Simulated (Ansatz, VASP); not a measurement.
# Two plane-wave programs on Te

INCAR

```
SYSTEM = Te
PREC = Accurate ; ENCUT = 520
EDIFF = 1E-7 ; ISMEAR = -1
SIGMA = 0.05 ; LREAL = .FALSE.
LASPH = .TRUE. ; NELM = 60
ALGO = Normal ; ISIF = 2
LWAVE = .FALSE. ; LCHARG = .TRUE.
GGA = PE ; LELF = .TRUE.
LVHAR = .TRUE. ; NBANDS = 16
```

File KPOINTS:

```
regular mesh
0
G
  7 7 5
  0 0 0
```

POSCAR

```
Te
1.0
    3.8202894285     -2.1482026000      0.0000000000
    3.8202894285      2.1482026000      0.0000000000
   -0.0942908673      0.0000000000      5.9760906531
Te
3
Direct
   -0.0009010000      0.0019210000      0.0052340000
    0.3110890000      0.3045200000      0.3383540000
    0.6963100000      0.6803800000      0.6625110000
```

Contents of input.yaml:

```yaml
crystal:
  lattice:
    - [3.8202894285, -2.1482026, 0.0]
    - [3.8202894285, 2.1482026, 0.0]
    - [-0.0942908673, 0.0, 5.9760906531]
  atoms:
    - { symbol: Te, position: [-0.000901, 0.001921, 0.005234] }
    - { symbol: Te, position: [0.311089, 0.30452, 0.338354] }
    - { symbol: Te, position: [0.69631, 0.68038, 0.662511] }
hamiltonian:
  xc: pbe
  pseudopotentials: { kind: paw }
kpoints:
  mp_grid: { grid: [7, 7, 5] }
scf:
  occupations: { method: fermi_dirac, width: 0.05 }
output:
  forces: true
  stress: true
  eigenvalues: true
```

Change from the starting cell: atoms moved at random, drawn with an rms of 0.05 Å.

Alike in both runs: task single point; functional PBE; k mesh 7 × 7 × 5; occupations fermi-dirac, width 0.05 eV; no spin polarisation.

|  | VASP | Ansatz |
| --- | --- | --- |
| version | VASP 6.6.1 | Ansatz 0.2.0 |
| potentials or method | VASP PAW PBE potentials, release 64 (Te) | Ansatz PAW |
| plane-wave cutoff (eV) | 520 | 420 |
| valence electrons in the cell | 18 | 48 |

```csv
,VASP,Ansatz,Ansatz less VASP
gap on the k mesh at the Fermi level (eV),none,none,-
pressure (GPa),0.6,0.6,+0.03
largest component of the traceless stress (GPa),0.13,0.13,-0.001
rms of the force components (eV/Å),0.055,0.054,-0.0013
```

Atom by atom the forces differ by 0.002 eV/Å (rms over components). A gap of «none» marks a metal or a gap that the smearing closes. The two sets of potentials don't hold the same shells in valence.

The runs have no spin-orbit coupling, so splittings on Te are missing.
